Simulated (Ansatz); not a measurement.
Levels at Γ against strain in Be2C

```yaml
crystal:
  lattice:
    - [0.00000, 2.16500, 2.16500]
    - [2.16500, 0.00000, 2.16500]
    - [2.16500, 2.16500, 0.00000]
  atoms:
    - { symbol: Be, position: [0.25000, 0.25000, 0.25000] }
    - { symbol: Be, position: [0.75000, 0.75000, 0.75000] }
    - { symbol: C, position: [0.00000, 0.00000, 0.00000] }
```

Atom numbers follow the list: Be1, Be2, C3.

The geometry is COD entry 9009053, unchecked; take it as a test cell.

Theory: DFT, LDA, all-electron LAPW, scalar-relativistic (Ansatz 0.2.0).

Sampling and basis: a Γ-centred 14×14×14 k mesh, Fermi–Dirac smearing of 0.08 eV, basis error target 0.5 meV/atom, no spin polarisation.

The cell is scaled evenly. Fractional coordinates are held (clamped ions).

Only quantities that a quadratic follows smoothly over the whole series are listed; rougher ones are left out.

```
ln(V/Vcell)  direct gap at Γ (eV)  smallest gap on mesh and path (eV)
    -0.0619                 4.136                               1.213
    -0.0408                 4.098                               1.203
    -0.0202                 4.061                               1.192
    -0.0101                 4.043                               1.187
     0.0000                 4.025                               1.182
     0.0100                 4.007                               1.177
     0.0198                 3.989                               1.171
     0.0583                 3.919                               1.151
```

Task: Fit the series and give the slopes at zero strain.

Result: Least-squares fits y = p0 + p1 x + p2 x² to the rows give direct gap at Γ (eV): p1 = -1.8, p2 = -0.17; smallest gap on mesh and path (eV): p1 = -0.519, p2 = -0.21. So dEg/dln V = -1.8 eV for the direct gap at Γ, which isn't the fundamental gap here: that one has dEg/dln V = -0.5 eV. Semilocal gaps are too small, but their slopes carry over better.

Task: One run, at ln(V/Vcell) = 0.0392, is withheld. Predict its row.

Result: The fits give 3.954, 1.161; the run gave 3.954, 1.161.
